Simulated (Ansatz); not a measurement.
MgO: stationary points along a deformation path

All numbers below come from Ansatz, DFT PBE, scalar-relativistic, plane waves, PAW. Cutoff 420 eV, Γ-centred 10×10×10 k-points, Gaussian smearing of 0.05 eV. No spin polarisation. Energies are free energies at this smearing, counted from the undisturbed cell; pressure is positive in compression.

Reference structure (relaxed at this level):

```
Mg O
1.0
     0.00000    2.12692    2.12692
     2.12692    0.00000    2.12692
     2.12692    2.12692    0.00000
Mg O
1 1
Direct
  0.00000 0.00000 0.00000
  0.50000 0.50000 0.50000
```

At fixed volume and fractional coordinates, lengths along (0.577, 0.577, 0.577) are scaled against those across it; ρ is that ratio over its starting value. V = 9.622 Å³/atom. Δσ is the stress along the axis less the mean stress across it (compression positive).

| ρ | ΔE (meV/atom) | Δσ (GPa) | space group |
| --- | --- | --- | --- |
| 0.500 | 753.4 | 0.00 | Pm-3m |
| 0.600 | 660.6 | 26.11 | R-3m |
| 0.710 | 419.5 | 42.52 | R-3m |
| 0.850 | 124.4 | 34.19 | R-3m |
| 0.930 | 27.6 | 18.24 | R-3m |
| 1.000 | 0.0 | 0.00 | Fm-3m |
| 1.080 | 36.0 | -24.15 | R-3m |
| 1.200 | 219.9 | -64.31 | R-3m |
| 1.410 | 864.4 | -136.57 | R-3m |
| 1.700 | 2114.7 | -180.02 | R-3m |
| 2.000 | 3242.0 | -168.11 | R-3m |

Question: How does the stress give the slope of the energy, and where is the energy stationary?

Answer: Along the path d ln(length) is 2/3 d ln ρ on the axis and −1/3 d ln ρ across it, so dE/d ln ρ = −(2/3) V Δσ: the energy falls with ρ where Δσ is positive. Δσ vanishes or changes sign at ρ = 0.500 (Pm-3m, an end of the scan), at 753.4 meV/atom; at ρ = 1.000 (Fm-3m), a minimum at 0.0 meV/atom. Pairs of stationary points between two samples would go unseen, and could change a minimum read from distant neighbours into a maximum. At ρ = 0.500, 1.000 the cell is cubic, where symmetry alone makes the stress isotropic and the slope zero.

Question: Which shear constant sets the curvature at ρ = 1?

Answer: For a cubic crystal E/V = (2/3) C (ln ρ)² with C = C44, so Δσ = −2C ln ρ. The parabola of Δσ against ln ρ through ρ = 0.930, 1 and 1.080 gives C ≈ 141 GPa with the ions clamped, rough because the steps are large.

The gap closes along the scan, which can put kinks into the curve.

Cost: 11 runs of about 0.54 core-minutes in all, on Arm Neoverse N1 (shared hosts).